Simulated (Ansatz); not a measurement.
## Frozen-phonon scan for LaAlO3 (cubic perovskite)

Starting cell, LaAlO3 (cubic perovskite):

```
CELL_PARAMETERS angstrom
      7.57389     0.00000     0.00000
      0.00000     3.78694     0.00000
      0.00000     0.00000     3.78694
ATOMIC_POSITIONS crystal
  La 0.00000 0.00000 0.00000
  La 0.50000 0.00000 0.00000
  Al 0.25000 0.50000 0.50000
  Al 0.75000 0.50000 0.50000
  O  0.00000 0.50000 0.50000
  O  0.50000 0.50000 0.50000
  O  0.25000 0.50000 0.00000
  O  0.75000 0.50000 0.00000
  O  0.25000 0.00000 0.50000
  O  0.75000 0.00000 0.50000
```

The atoms are displaced by Q × the pattern below (from a DFPT mode at X = (0.5, 0.0, 0.0), largest move 1; Q in Å), at fixed cell. It is one choice among 2 degenerate patterns. (q is in reciprocal vectors of the primitive cell; the cell shown is doubled to hold the pattern.)

```tsv
atom	x	y	z
Al3	0.000	0.000	-0.984
Al4	0.000	0.000	0.984
O7	0.000	0.000	-0.143
O8	0.000	0.000	0.143
O9	0.000	0.000	1.000
O10	0.000	0.000	-1.000
```

Atoms not listed stay in place.

The numbers are results of r2SCAN (plane waves to 500 eV, PAW, scalar-relativistic; Ansatz, a first-principles code), not measurements. k mesh 5×9×9 (Γ-centred), Fermi-Dirac smearing 0.05 eV. E stands for the smeared free energy. Stress and pressure are positive under compression. LaAlO3 is run without spin polarisation. LaAlO3 was relaxed with its symmetry unable to fall. This is a high-temperature form of LaAlO3. The zero of ΔE is the undisplaced structure.

```csv
Q (Å),ΔE (eV/cell),P (GPa),−dE/dQ from forces (eV/Å)
-0.280,2.336,6.0,18.178
-0.233,1.578,4.1,14.406
-0.187,0.986,2.5,11.023
-0.140,0.544,1.4,7.966
-0.093,0.238,0.6,5.163
-0.047,0.059,0.2,2.537
0.000,0.000,0.0,0.000
0.047,0.059,0.2,-2.537
0.093,0.238,0.6,-5.163
0.140,0.544,1.4,-7.966
0.187,0.986,2.5,-11.023
0.233,1.578,4.1,-14.406
0.280,2.336,6.0,-18.178
```

Read from the data:

| Item | Value |
|---|---|
| Energy at Q = 0.280 Å | 2336 meV/cell |
| Space group of the distorted cell | Pmma (No. 51), lowered from Pm-3m |
| Symmetry of the curve | even: the same for both signs |
| Shape of the curve | a single well with its minimum at or next to zero displacement |
| Harmonic wavenumber from the curvature (finite differences) | 416 cm⁻¹ |
| Wavenumber by perturbation theory (DFPT, on another k mesh) | 416 cm⁻¹ |

The 13 points together took roughly 11 core-minutes.

(A displaced cell: forces are minus the slopes of the energy, force constants its curvatures, and phonons follow from these.)
